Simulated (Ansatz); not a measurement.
# BaF2: energy and pressure over a range of volumes

One table from this session's results is given with a row withheld; the runs are named, their logs left out.

Computed with Ansatz 0.2.0 (DFT LDA, scalar-relativistic, unless a step's input says otherwise).

### The starting structure

Symmetry: Fm-3m, No. 225, cubic system. The conventional cell has a = 6.200 Å, b = 6.200 Å, c = 6.200 Å, α = 90.00°, β = 90.00°, γ = 90.00°. Ba (site symmetry m-3m) is surrounded by 8 F at 2.68 Å. Around F (site symmetry -43m) lie 4 Ba at 2.68 Å.

As a file:

```xyz
3
Lattice="0.0000 3.1000 3.1000 3.1000 0.0000 3.1000 3.1000 3.1000 0.0000" Properties=species:S:1:pos:R:3 pbc="T T T"
Ba    0.0000    0.0000    0.0000
F     1.5500    1.5500    1.5500
F     4.6501    4.6501    4.6501
```

Atoms are numbered in the order of the input: Ba1, F2, F3.

Set-up of the first run:

input.yaml reads:

```yaml
crystal:
  lattice:
    - [0.0, 3.0367659163, 3.0367659163]
    - [3.0367659163, 0.0, 3.0367659163]
    - [3.0367659163, 3.0367659163, 0.0]
  atoms:
    - { symbol: Ba, position: [0.0, 0.0, 0.0] }
    - { symbol: F, position: [0.25, 0.25, 0.25] }
    - { symbol: F, position: [0.75, 0.75, 0.75] }
kpoints:
  mp_grid: { grid: [8, 8, 8] }
  band_path:
    path:
      - [0.0, 0.0, 0.0]
      - [0.5, 0.0, 0.5]
      - [0.625, 0.25, 0.625]
      - [0.375, 0.375, 0.75]
      - [0.0, 0.0, 0.0]
      - [0.5, 0.5, 0.5]
      - [0.5, 0.25, 0.75]
      - [0.5, 0.0, 0.5]
    npoints: 5
scf:
  occupations: { method: fermi_dirac, width: 0.01 }
hamiltonian:
  xc: lda
  pseudopotentials: { kind: all_electron, lapw: { basis_error: 0.001 } }
output:
  forces: true
  stress: true
  eigenvalues: true
```

Launch:

```
> ansatz run input.yaml --threads 1 --pin off --max-ram 4096MiB --backend cpu --events-out ev --progress --plain --runs-dir out
```

Steps of the session up to this table: Volume × 0.94, LAPW; Volume × 0.94, PAW; Volume × 0.94, crystal datasets; Volume × 0.98, LAPW; Volume × 0.98, PAW; Volume × 0.98, crystal datasets; Volume × 1.01, LAPW; Volume × 1.01, PAW; Volume × 1.01, crystal datasets; Volume × 1.04, LAPW; Volume × 1.04, PAW; Volume × 1.04, crystal datasets.

One of the session's tables, all rows but one given; the rest of the session is left out.

It belongs to the step «Fits». 

```
          method  volume (Å³/atom)  pressure (GPa)  gap on the k mesh (eV)
            LAPW            18.670           -0.99                    6.70
            LAPW            19.464           -3.51                    6.53
            LAPW            20.060           -5.03                    6.40
            LAPW            20.656           -6.28                    6.28
             PAW            18.670           -1.00                    6.71
             PAW            19.464           -3.53                    6.54
             PAW            20.060           -5.04                    6.41
             PAW            20.656               ?                       ?
crystal datasets            18.670           -0.99                    6.70
crystal datasets            19.464           -3.52                    6.53
crystal datasets            20.060           -5.03                    6.40
crystal datasets            20.656           -6.29                    6.28
```

**Question.** Estimate the row for PAW, 20.656.

The run gave: pressure (GPa): -6.30; gap on the k mesh (eV): 6.29. In the column «pressure (GPa)» it is the lowest.

Caveats from the session: Warnings in the runs' records: gradients without spin orbit, crystal datasets made.
